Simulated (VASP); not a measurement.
Consider the following.

```yaml
crystal:
  lattice:
    - [0.00000, 2.93332, 2.93332]
    - [2.84532, 0.00000, 2.93332]
    - [2.84532, 2.93332, 0.00000]
  atoms:
    - { symbol: Sr, position: [0.00000, 0.00000, 0.00000] }
    - { symbol: F, position: [0.25000, 0.25000, 0.25000] }
    - { symbol: F, position: [0.75000, 0.75000, 0.75000] }
```

Method: PBE GGA, VASP's PBE PAW potentials (set 64) (plane waves; VASP). Numerical set-up: 600 eV cut-off, 6×6×6 Γ-centred mesh, Gaussian smearing of 0.050 eV, potentials Sr_sv F.

Q: Give the stress tensor in GPa (positive for a compressed cell).

A: 
```
3.49  0.00  0.00
0.00  1.17  0.00
0.00  0.00  1.17
```
The pressure is its mean diagonal, 1.95 GPa.

The compound is SrF2 in the fluorite structure. This cell was strained or had an atom moved on purpose.
